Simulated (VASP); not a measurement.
Set up this calculation in VASP 6.6.1, as the native input.

```
Task                   : single point
Functional             : LDA
Potentials or basis    : VASP PAW LDA potentials, release 64 (Na_pv, Cl)
Cutoff                 : 520 eV
k mesh                 : 6 × 6 × 6
Occupations            : gaussian, width 0.02 eV
Spin                   : no spin polarisation
Dipole correction      : no
Further INCAR settings : ALGO = Normal; EDIFF = 1e-06; NBANDS = 14
```

The structure of NaCl lies in POSCAR:

```
NaCl
1.0
    3.3830454962      0.0000000000      0.0000000000
    0.0000000000      3.3830454962      0.0000000000
    0.0000000000      0.0000000000      3.3830454962
Na Cl
1 1
Direct
    0.0000000000      0.0000000000      0.0000000000
    0.5000000000      0.5000000000      0.5000000000
```

Measurements of this composition are mostly on another form, of space group No. 225.

The cell isn't the ideal one: functional LDA, strained and moved within the space group.

These files were run (other wordings do the same):

INCAR

```
  PREC = Accurate
  ENCUT = 520
  EDIFF = 1E-6
  ISMEAR = 0
  SIGMA = 0.02
  LREAL = False
  LASPH = True
  NELM = 100
  ALGO = Normal
  ISIF = 2
  LWAVE = False
  LCHARG = False
  NBANDS = 14
```

KPOINTS

```
Automatic mesh
0
Gamma
  6 6 6
```

Potentials or basis: VASP PAW LDA potentials, release 64 (Na_pv, Cl).

The run is started by

```console
$ cat potpaw_LDA.64/Na_pv/POTCAR potpaw_LDA.64/Cl/POTCAR > POTCAR
$ mpirun -np 1 vasp_std > vasp.out
```

Results of the run:

| Property | Result |
| --- | --- |
| Pressure | -0.4 GPa |
| Band gap on the k mesh | 3.97 eV, indirect (least direct gap 4.57 eV) |

It took 7.1 s on 1 thread of Intel(R) Xeon(R) 6975P-C (Granite Rapids), with other jobs on the host, peak memory 0.12 GiB.
